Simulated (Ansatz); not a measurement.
# 2H-MoTe2 bilayer (2H stacking) in a perpendicular field, part 2 of 3

What dipole does a perpendicular field induce in the 2H-MoTe2 bilayer (2H stacking), and does the gap follow? A positive field points along +c.

Ansatz 0.2.0; plane-wave DFT, PBE-D3(BJ), Ansatz PAW.

So far. Step 2 (Relaxation): The lattice constant a goes from 3.550 to 3.500 Å.

## (3) Atoms held, field 0, start network

A sawtooth potential applies the field, turning back in the middle of the vacuum. With the dipole correction the typed value is the field outside the slab. The induced dipole is small, so the SCF threshold is tight.

The cell differs from the one that the last finished run ended in (c 52.648 → 28.485 Å).

File input.yaml:

```yaml
crystal:
  lattice:
    - [3.5003073275, 0.0, 0.0]
    - [-1.7501536638, 3.0313550667, 0.0]
    - [0.0, 0.0, 28.4849415547]
  atoms:
    - { symbol: Te, position: [0.3333333333, 0.6666666667, 0.3159564145] }
    - { symbol: Mo, position: [0.0, 0.0, 0.3797222732] }
    - { symbol: Te, position: [0.3333333333, 0.6666666667, 0.4435520994] }
    - { symbol: Te, position: [0.0, 0.0, 0.5564479006] }
    - { symbol: Mo, position: [0.3333333333, 0.6666666667, 0.6202777268] }
    - { symbol: Te, position: [0.0, 0.0, 0.6840435855] }
kpoints:
  mp_grid: { grid: [18, 18, 1] }
  band_path:
    path: [[0, 0, 0], [0.5, 0, 0], [0.33333333, 0.33333333, 0], [0, 0, 0]]
    npoints: 16
hamiltonian:
  xc: pbe
  dispersion: d3bj
scf:
  occupations: { method: fermi_dirac, width: 0.02585 }
  convergence: { dr2_threshold: 1.0e-10 }
efield:
  axis: 3
  dipole_correction: true
  ramp_position: 0.97
  ramp_width: 0.06
  amplitude: 0
output:
  dos: { projected: true, e_range: [-6, 5] }
  write_potential: true
  write_density: true
  volumetric_format: npy
  elf: true
```

Started as:

```sh
$ ansatz run input.yaml --threads 4 --pin off --max-ram 8192MiB --backend cpu --events-out ev --progress --plain --runs-dir out
```

Numbers of over 12 decimals in the logs are rounded to 6 here.

The log of the run:

```text
[...]
Crystal: 6 atoms, lattice volume = 302.244 Å³
Basis set: ecut = 420 eV, 5885 PW (Γ)
Bands: 56, of which v1, the nominal top of the filled ones, is band 46 counted from 1 (45 counted from 0)
Symmetry: 6 space group operations
k-points: 37 of 324 (time reversal used)
[...]
SCF iter   1: F=—  HF=-37836.219557 eV  |F-HF|=—  |Δ(HF+E_count)|=         —  Δρ=3.37e-3  dr2=1.09e-1  ethr=1.77e-3  p=0.000 e·Å  D=2.11e-13 V/Å  ΔV_dip=-0.00 eV  dr2_dipole=1.08e-7  V_vac-E_F(+/−)=4.24/4.24 eV  ⟨swp⟩=11.9  Hψ=9621  notcnv=0  defer=10
efield: sawtooth ramp at fractional position 0.9700 (set: `efield.ramp_position`, or a place that a band, a saddle search or an elastic batch's reference lends), width 0.0600; the density the first Hamiltonian is built on has a dipole p = 0.000 e·Å; the dipole correction subtracts the counter field D = 2.11e-13 V/Å, which shifts the + side's vacuum level by -0.00 eV against the − side's; the planar-averaged density in the ramp window peaks in size at 3.7e-5 e/Å³
[...]
SCF iter   2: F=—  HF=-37836.224731 eV  |F-HF|=—  |Δ(HF+E_count)|=   5.17e-3  Δρ=2.12e-3  dr2=7.29e-2  ethr=1.19e-4  p=0.000 e·Å  D=4.50e-5 V/Å  ΔV_dip=-0.00 eV  dr2_dipole=5.65e-7  V_vac-E_F(+/−)=4.43/4.43 eV  ⟨swp⟩=3.1  Hψ=3306  notcnv=0  defer=114
[...]
SCF iter  13: F=-37836.223899 eV  HF=-37836.223899 eV  |F-HF|=3.64e-11  |Δ(HF+E_count)|=  1.46e-11  Δρ=4.85e-8  dr2=1.81e-11  ethr=1.00e-12  p=-0.000 e·Å  D=-8.14e-8 V/Å  ΔV_dip=0.00 eV  dr2_dipole=1.10e-12  V_vac-E_F(+/−)=4.26/4.26 eV  ⟨swp⟩=2.0  Hψ=4450  notcnv=0
SCF 1 converged in 13 iterations: F = -37836.223899 eV  dr2 = 1.81e-11
[...]
NSCF: frozen V_eff on 49 k-points
efield: sawtooth ramp at fractional position 0.9700 (kept from the solve that this one continues, or follows in the run), width 0.0600; the density the first Hamiltonian is built on has a dipole p = -0.000 e·Å; the dipole correction subtracts the counter field D = -8.14e-8 V/Å, which shifts the + side's vacuum level by +0.00 eV against the − side's; the planar-averaged density in the ramp window peaks in size at 6.0e-6 e/Å³
[...]
SCF converged after 13 iterations
Free energy (F): -37836.223899 eV
[...]
Internal energy: -37836.223899 eV  (E = F + TS)
E sigma→0 (E₀):  -37836.223899 eV
Fermi energy:    4.246525 eV
Dipole field:    D = 0.000001 V/Å  (p = 0.000002 e·Å, saw-weighted, corrected)
Work function:   Φ+ = 4.2590 eV   Φ− = 4.2590 eV
Levels:          The Fermi level and band energies are counted from a zero that moves with the ramp; work functions are not
[...]
--- Band table (eV; the first three rows and the last of 37) ---
  k-point 0: bands = [... 42 lower, 2.8689, 2.8689, 2.9564, 3.8374, 6.7820, 6.7820, 6.9012, 6.9012, ... 6 higher]
  k-point 1: bands = [... 42 lower, 2.8407, 2.9142, 2.9905, 3.8253, 6.5849, 6.6979, 6.7753, 6.8260, ... 6 higher]
  k-point 2: bands = [... 42 lower, 2.7832, 2.9737, 3.0202, 3.7303, 6.2169, 6.2489, 6.2903, 6.3612, ... 6 higher]
  k-point 36: bands = [... 42 lower, 1.8912, 1.8912, 3.5741, 3.7342, 4.8755, 4.8755, 5.1562, 5.7478, ... 6 higher]
```

Elapsed: 62 s, on 4 threads of Intel Xeon at 2.50GHz (Skylake/Cascade Lake), shared host; peak memory 1.1 GiB; 3.8 min of CPU time.

This step gave:

```yaml
dipole_along_the_normal: 1.78e-6 e·Å
gap_along_the_path: 0.8303 eV
smallest_direct_gap_along_the_path: 1.141 eV
ionisation_energy_upper_face: 4.668 eV
electron_affinity_upper_face: 3.838 eV
gap_the_smaller_of_path_and_mesh: 0.8303 eV
```

Running mean over a fixed 2.5 Å (it still follows the layers) of the planar mean; the ramp of the sawtooth is left out. The electron's electrostatic potential energy less the Fermi level by z:

```
z (Å)  electron's electrostatic potential energy less the Fermi level (eV)
  3.5                                                                 4.26
  4.0                                                                 4.26
  4.5                                                                 4.26
  5.0                                                                 4.25
  5.5                                                                 4.24
  6.0                                                                 4.18
  6.5                                                                 3.95
  7.0                                                                 3.05
  7.5                                                                 1.56
  8.0                                                                0.560
  8.5                                                                -1.09
  9.0                                                                -2.94
  9.5                                                                -5.38
 10.0                                                                -7.42
 10.5                                                                -8.65
 11.0                                                                -8.80
 11.5                                                                -7.86
 12.0                                                                -6.00
 12.5                                                                -3.58
 13.0                                                                -1.66
 13.5                                                               -0.218
 14.0                                                               -0.348
 14.5                                                               -0.328
 15.0                                                               -0.252
 15.5                                                                -1.71
 16.0                                                                -3.65
 16.5                                                                -6.06
 17.0                                                                -7.90
 17.5                                                                -8.82
 18.0                                                                -8.63
 18.5                                                                -7.37
 19.0                                                                -5.31
 19.5                                                                -2.88
 20.0                                                                -1.04
 20.5                                                                0.593
 21.0                                                                 1.60
 21.5                                                                 3.09
 22.0                                                                 3.97
 22.5                                                                 4.19
 23.0                                                                 4.24
 23.5                                                                 4.25
 24.0                                                                 4.26
 24.5                                                                 4.26
 25.0                                                                 4.26
```

The density of states has structure finer than the step of the table below, so its rows give means over 0.25 eV, whole bins alone (the curve runs from -6 to 2.41 eV). Peaks (eV: height): -4.070: 12.1, -3.770: 19.9, -1.810: 11.3, -1.260: 11.0, -0.900: 10.9, 1.030: 13.8, 1.200: 21.1.

The density of states by energy, zero at the Fermi level of the run, which the smearing sets inside the gap; means over each step:

```
energy (eV)  density of states (states/eV a cell)
      -5.75                                  2.38
      -5.50                                  3.21
      -5.25                                  7.51
      -5.00                                  4.45
      -4.75                                  3.35
      -4.50                                  2.33
      -4.25                                  3.37
      -4.00                                  5.45
      -3.75                                  6.78
      -3.50                                  4.00
      -3.25                                  5.67
      -3.00                                  5.38
      -2.75                                  4.66
      -2.50                                  4.23
      -2.25                                  7.94
      -2.00                                  7.15
      -1.75                                  7.42
      -1.50                                  6.03
      -1.25                                  5.40
      -1.00                                  6.79
      -0.75                                  4.65
      -0.50                                 0.847
      -0.25                                     0
       0.00                                     0
       0.25                                     0
       0.50                                  1.37
       0.75                                  4.70
       1.00                                  8.42
       1.25                                  10.1
       1.50                                  6.84
       1.75                                  5.32
       2.00                                  5.19
       2.25                                  3.05
```

Projected DOS per atom over height of the atomic layer and energy from the Fermi level. Layers: Te Mo Te Te Mo Te from below.

Values in states/eV, 22 rows by 6 columns, each cell a mean:
```
0.39 0.59 0.49 0.49 0.59 0.39
0.59 1.28 0.78 0.78 1.28 0.59
0.77 1.97 0.54 0.54 1.97 0.77
0.71 3.20 0.56 0.56 3.20 0.71
0.25 1.52 0.30 0.30 1.52 0.25
0.03 0.13 0.04 0.04 0.13 0.03
0.00 0.00 0.00 0.00 0.00 0.00
0.02 0.17 0.10 0.10 0.17 0.02
0.52 1.56 0.63 0.63 1.56 0.52
0.63 1.58 0.44 0.44 1.58 0.63
0.76 1.51 0.75 0.75 1.51 0.76
1.10 1.67 1.04 1.04 1.67 1.10
0.95 1.33 0.99 0.99 1.33 0.95
0.57 1.13 0.59 0.59 1.13 0.57
0.85 1.05 0.80 0.80 1.05 0.85
0.89 0.80 0.65 0.65 0.80 0.89
1.08 0.93 1.00 1.00 0.93 1.08
0.60 0.49 0.64 0.64 0.49 0.60
0.63 0.48 0.45 0.45 0.48 0.63
1.06 0.79 1.00 1.00 0.79 1.06
0.67 0.58 1.00 1.00 0.58 0.67
0.35 0.28 0.52 0.52 0.28 0.35
```
Columns: height of the atomic layer (Å) from 9 to 19.5 (not evenly spaced); rows upwards: energy from the Fermi level (eV) from -5.96 to 2.41.

The electronic bands at the labelled points (eV, zero at the Fermi level of the run, which the smearing sets inside the gap):

```
  point  band 43  band 44  band 45  band 46  band 47  band 48  band 49  band 50
      Γ    -1.38    -1.38    -1.29    -0.41     2.54     2.54     2.65     2.65
halfway    -1.54    -1.49    -1.45    -1.31     0.85     1.13     1.53     1.61
      M    -1.39    -1.37    -0.90    -0.70     0.91     0.95     1.14     1.35
halfway    -2.39    -2.17    -0.85    -0.69     0.86     0.94     1.38     1.55
      K    -2.36    -2.36    -0.67    -0.51     0.63     0.63     0.91     1.50
halfway    -1.49    -1.40    -1.17    -1.08     0.51     0.92     1.25     1.32
      Γ    -1.38    -1.38    -1.29    -0.41     2.54     2.54     2.65     2.65
```

Valence density in the ca plane at fractional y = 0.667, with atoms of Te and Mo within 0.2 Å of it. It is the smooth field of the valence electrons, not physical close to the nuclei.

Ten steps, logarithmic in the rise over the least value, from '0' (0 e/Å³) to '9' (15 e/Å³), each cell a mean:
```
00000000000000000011112222221111100112332221
00000000000000000011111233221111000112332211
00000000000000000112222222222221100012222222
00000000000000001234432222223443210011222234
00000000000000001357863211235786321001112357
00000000000000002379984211237998421000112478
00000000000000001369974211236897421000112468
00000000000000001245643221224564311001122246
00000000000000000122322222222332110011222223
```
Columns run along c (16.0 Å, from fractional 0.07 to 0.63 of the cell), rows up along a (3.5 Å). Atoms in or near the plane, at fractional coordinates: Te at (0.32, 0.33), Te at (0.44, 0.33), Mo at (0.62, 0.33).

ELF in the ca plane at fractional y = 0.667, with atoms of Te and Mo within 0.2 Å of it. It is the smooth field of the valence electrons, not physical close to the nuclei.

Ten even steps from '0' (0.00) to '9' (0.84), each cell a mean:
```
00000000000000001234443222224443211377656643
00000000000000000112332123212332101477656653
00000000000000124566664222235665521267666532
00000000000002478875556522366556762135565334
00000000000014799852135532454214784101343368
00000000000025899730014532442001686100122486
00000000000025899740024532453002685101232377
00000000000013689864346532465445773113454347
00000000000001246776666322356666741246666422
```
Columns run along c (16.0 Å, from fractional 0.07 to 0.63 of the cell), rows up along a (3.5 Å). Atoms in or near the plane, at fractional coordinates: Te at (0.32, 0.33), Te at (0.44, 0.33), Mo at (0.62, 0.33).

Electrostatic potential energy in the ca plane at fractional y = 0.667, with atoms of Te and Mo within 0.2 Å of it. With pseudopotentials it is smooth inside the atoms' cores, unlike the true potential.

Ten even steps from '0' (-17 eV) to '9' (19 eV), each cell a mean:
```
77777777777777666665555433455556666654223555
77777777777777666666665422355666666653113566
77777777777777666654455443455445666654334555
77777777777777666520014555542001466665555420
77777777777777665216731456521683156666665200
77777777777777665159980456515998146666665100
77777777777777665149960456513997046666665100
77777777777777666412302555530231256666555300
77777777777777666542235544554223566665445543
```
Columns run along c (16.0 Å, from fractional 0.07 to 0.63 of the cell; values clipped at the 3rd and 97th percentile), rows up along a (3.5 Å). Atoms in or near the plane, at fractional coordinates: Te at (0.32, 0.33), Te at (0.44, 0.33), Mo at (0.62, 0.33).

The gap is 0.83 eV, with the valence edge 4.67 eV and the conduction edge 3.84 eV under the upper vacuum level. Spin-orbit coupling, left out in this run, matters for the bands of elements this heavy.

## (4) Single point, field 0.1 V/Å

Edit input.yaml of step 3 so:

```diff
@@ -26,7 +26,6 @@
   dipole_correction: true
-  ramp_position: 0.97
-  ramp_width: 0.06
-  amplitude: 0
+  ramp_position: 0.9677
+  ramp_width: 0.0646
+  amplitude: 0.1
 output:
-  dos: { projected: true, e_range: [-6, 5] }
   write_potential: true
@@ -34,2 +33 @@
   volumetric_format: npy
-  elf: true
```

The log of the run:

```text
[...]
Crystal: 6 atoms, lattice volume = 302.244 Å³
Basis set: ecut = 420 eV, 5885 PW (Γ)
Bands: 56, of which v1, the nominal top of the filled ones, is band 46 counted from 1 (45 counted from 0)
Symmetry: 6 space group operations
k-points: 37 of 324 (time reversal used)
[...]
k-point 0: bands = [... 42 lower, 2.8862, 2.8862, 2.9574, 3.8374, 6.7768, 6.7768, 6.9036, 6.9036, ... 6 higher]
  k-point 1: bands = [... 42 lower, 2.8374, 2.9077, 2.9997, 3.8253, 6.5794, 6.6988, 6.7724, 6.8220, ... 6 higher]
  k-point 2: bands = [... 42 lower, 2.7823, 2.9555, 3.0380, 3.7302, 6.1993, 6.2496, 6.2992, 6.3669, ... 6 higher]
  k-point 36: bands = [... 42 lower, 1.8655, 1.9165, 3.5691, 3.7381, 4.8479, 4.9022, 5.1544, 5.7486, ... 6 higher]
[key lines of the parts left out:]
SCF converged after 18 iterations
Free energy (F): -37836.227608 eV
Fermi energy:    4.245513 eV
Dipole field:    D = 0.044412 V/Å  (p = 0.074182 e·Å, saw-weighted, corrected)
```

Wall time 68 s (4 threads); peak memory 1.1 GiB; 4.1 min of CPU time.

The dipole is 0.0742 e·Å, and the gap 0.828 eV.

## (5) Atoms held, field -0.1 V/Å

Edit input.yaml of step 4 so:

```diff
@@ -28,3 +28,3 @@
   ramp_width: 0.0646
-  amplitude: 0.1
+  amplitude: -0.1
 output:
```

The log of the run:

```text
[...]
Crystal: 6 atoms, lattice volume = 302.244 Å³
Basis set: ecut = 420 eV, 5885 PW (Γ)
Bands: 56, of which v1, the nominal top of the filled ones, is band 46 counted from 1 (45 counted from 0)
Symmetry: 6 space group operations
k-points: 37 of 324 (time reversal used)
[...]
k-point 0: bands = [... 42 lower, 2.8862, 2.8862, 2.9574, 3.8374, 6.7768, 6.7768, 6.9036, 6.9036, ... 6 higher]
  k-point 1: bands = [... 42 lower, 2.8374, 2.9077, 2.9997, 3.8253, 6.5794, 6.6988, 6.7724, 6.8220, ... 6 higher]
  k-point 2: bands = [... 42 lower, 2.7823, 2.9555, 3.0380, 3.7302, 6.1993, 6.2496, 6.2992, 6.3669, ... 6 higher]
  k-point 36: bands = [... 42 lower, 1.8655, 1.9165, 3.5691, 3.7381, 4.8479, 4.9022, 5.1544, 5.7486, ... 6 higher]
[key lines of the parts left out:]
SCF converged after 17 iterations
Free energy (F): -37836.227608 eV
Fermi energy:    4.245511 eV
Dipole field:    D = -0.044412 V/Å  (p = -0.074182 e·Å, saw-weighted, corrected)
```

Elapsed: 64 s, on 4 threads; peak memory 1.1 GiB; 4 min of CPU time.

The dipole is -0.0742 e·Å, and the gap 0.828 eV.

## (6) Atoms held, field 0.2 V/Å

Edit input.yaml of step 5 so:

```diff
@@ -28,3 +28,3 @@
   ramp_width: 0.0646
-  amplitude: -0.1
+  amplitude: 0.2
 output:
```

The log of the run:

```text
[...]
Crystal: 6 atoms, lattice volume = 302.244 Å³
Basis set: ecut = 420 eV, 5885 PW (Γ)
Bands: 56, of which v1, the nominal top of the filled ones, is band 46 counted from 1 (45 counted from 0)
Symmetry: 6 space group operations
k-points: 37 of 324 (time reversal used)
[...]
k-point 0: bands = [... 42 lower, 2.9109, 2.9109, 2.9601, 3.8373, 6.7626, 6.7626, 6.9087, 6.9087, ... 6 higher]
  k-point 1: bands = [... 42 lower, 2.8511, 2.8960, 3.0203, 3.8251, 6.5642, 6.6985, 6.7638, 6.8139, ... 6 higher]
  k-point 2: bands = [... 42 lower, 2.7793, 2.9246, 3.0680, 3.7299, 6.1665, 6.2389, 6.3210, 6.3813, ... 6 higher]
  k-point 36: bands = [... 42 lower, 1.8394, 1.9413, 3.5556, 3.7487, 4.8194, 4.9279, 5.1492, 5.7510, ... 6 higher]
[key lines of the parts left out:]
SCF converged after 17 iterations
Free energy (F): -37836.238737 eV
Fermi energy:    4.242511 eV
Dipole field:    D = 0.088839 V/Å  (p = 0.148388 e·Å, saw-weighted, corrected)
```

Wall time 60 s (4 threads); peak memory 1.1 GiB.

The dipole is 0.148 e·Å, and the gap 0.822 eV.

(Continued in part 3 of 3.)

[Logs are printed without paths, hosts, clocks, repeated set-up lines and the standing remarks that a program may print on its own settings, such as how far it seeks lower states.]

[Hosts, paths, dates, database ids (printed as entryN), source tags and the programs' standing remarks are cut or masked in the printed files.]

[Maps of the electrostatic potential energy from Ansatz leave out the sawtooth potential of an applied field or a dipole correction, so their vacuum need not be flat; planar profiles and work functions include it.]

[The density of states shown here was stored with 400 of the rows of the run's finer table, so its peaks can read low, often by over a quarter, or be missed, and its means over a window can be off by a tenth or more.]
